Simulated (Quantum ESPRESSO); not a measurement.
Crystal: TiSi.

```
Ti Si
1.0
     1.81618   -2.11762    0.00000
     1.81618    2.11762    0.00000
     0.00000    0.00000    3.80393
Ti Si
1 1
Direct
  0.50000 0.50000 0.00000
  0.00000 0.00000 0.50000
```

The cell comes from a database or a generator and needn't be the stable form of this composition.

Base run:

| Property | Result |
| --- | --- |
| Program | Quantum ESPRESSO 7.5 |
| Functional | r2SCAN |
| Potentials or basis | SG15 PBE 1.2 |
| Cutoff | 952 eV |
| Density cutoff | 3810 eV |
| k mesh | 10 × 10 × 7 |
| Occupations | fermi-dirac, width 0.05 eV |
| Spin | no spin polarisation |

Its results: band gap on the k mesh none (metal or under the smearing width); pressure -1.3 GPa.

The run is repeated on the same cell with these changes: functional from r2SCAN to PBEsol; potentials or basis from SG15 PBE 1.2 to GBRV 1.5 PBEsol; cutoff from 952 eV to 612 eV; density cutoff from 3810 eV to 4898 eV. What comes out?

Band gap on the k mesh none (metal or under the smearing width); pressure -4.3 GPa.

Caveats: the potentials were made for another functional, which shifts forces and pressure (some runs).
